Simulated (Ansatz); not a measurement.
**How far is PAW off for TiAl?**

```
CELL_PARAMETERS angstrom
2.83730 0.01419 0.01419
0.01419 2.83730 0.01419
0.02030 0.02030 4.05910
ATOMIC_POSITIONS crystal
Ti 0.00000 0.00000 0.00000
Al 0.50000 0.50000 0.50000
```

Atom numbers follow the list: Ti1, Al2.

The cell comes from COD entry 1532769, which wasn't checked; take it as a given geometry. The listed cell was then made from it by scaling, straining or moving an atom.

Spin polarisation is left out, and whether a magnetic state lies lower isn't shown here.

All numbers are computed: DFT, PBEsol, PAW with Ansatz's default frozen-core files, scalar-relativistic (Ansatz 0.2.0); DFT, PBEsol, all-electron PAW with datasets made for the crystal, scalar-relativistic (Ansatz 0.2.0); DFT, PBEsol, all-electron LAPW, scalar-relativistic (Ansatz 0.2.0).

For PAW: a Γ-centred 12×12×8 k mesh, Fermi–Dirac smearing of 0.05 eV, cutoff 420 eV, no spin polarisation; the PAW files were made with PBE, and the program remakes their frozen cores for this functional. The crystal-made all-electron datasets (AE datasets) take a cutoff of 220 eV at this cell. LAPW targets a basis error of 1 meV/atom. The Ansatz runs share mesh, smearing and spin set-up. Plane-wave (PAW) pressures include the program's estimate of the Pulay term.

Stress and pressure are positive in compression.

The change that made this cell: equal xy, yz and zx engineering shear strains of +1 %.

In a metal, gradients converge slowly with the k mesh: the values move by tens of per cent from one mesh to another, at times in sign, so only the comparison on one mesh counts.

```
                             quantity    PAW  AE datasets   LAPW
                       pressure (GPa)  -3.91        -3.95  -3.95
                      stress xx (GPa)  -4.11        -4.14  -4.14
                      stress zz (GPa)  -3.53        -3.55  -3.55
                      stress yz (GPa)  -1.07        -1.07  -1.07
                      stress xz (GPa)  -1.07        -1.07  -1.07
                      stress xy (GPa)  -0.42        -0.43  -0.43
field gradient Vzz at Ti1 (10²¹ V/m²)      ?            ?      –
field gradient Vzz at Al2 (10²¹ V/m²)  -2.30        -2.32      –
```

(1) Give the missing entry: row "field gradient Vzz at Ti1 (10²¹ V/m²)", column "AE datasets".

(2) Fill in "PAW" for the row "field gradient Vzz at Ti1 (10²¹ V/m²)".

Answers

(1) 2.68.

(2) 2.57.
